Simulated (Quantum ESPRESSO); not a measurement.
Cu under changes of volume

One of the cells (11.810 Å³/atom); the others are scaled copies at fixed shape and fractional positions:

```
CELL_PARAMETERS angstrom
0.00000 1.80750 1.80750
1.80750 0.00000 1.80750
1.80750 1.80750 0.00000
ATOMIC_POSITIONS crystal
Cu 0.00000 0.00000 0.00000
```

| Quantity | Value |
| --- | --- |
| Program | Quantum ESPRESSO 7.5 |
| Functional | PBE |
| Potentials or basis | SSSP 1.3 efficiency PBE |
| Cutoff | 748 eV |
| Density cutoff | 5987 eV |
| k mesh | 13 × 13 × 13 |
| Occupations | fermi-dirac, width 0.05 eV |
| Spin | no spin polarisation |

```csv
volume (Å³/atom),energy over the lowest point (meV/atom),pressure (GPa)
11.102,30.89,12.1
11.338,15.29,8.0
11.574,5.37,4.4
11.810,0.48,1.2
12.047,0.00,-1.6
12.283,?,?
12.519,10.52,-6.4
```

Q: What does the run at 12.283 Å³/atom give?

A: Energy over the lowest point 3.51 meV/atom; pressure -4.1 GPa.

Worked out: A Birch-Murnaghan fit of order 3 (a polynomial in V^(-2/3)) to the other rows has its minimum at 11.95 Å³/atom with B0 = V·E''(V) = 142 GPa and B' = 5.1. It gives 3.52 meV/atom at 12.283 Å³/atom, against the run's 3.51, and -dE/dV = -3.6 GPa, against -4.1.

Energies are extrapolated to zero smearing.
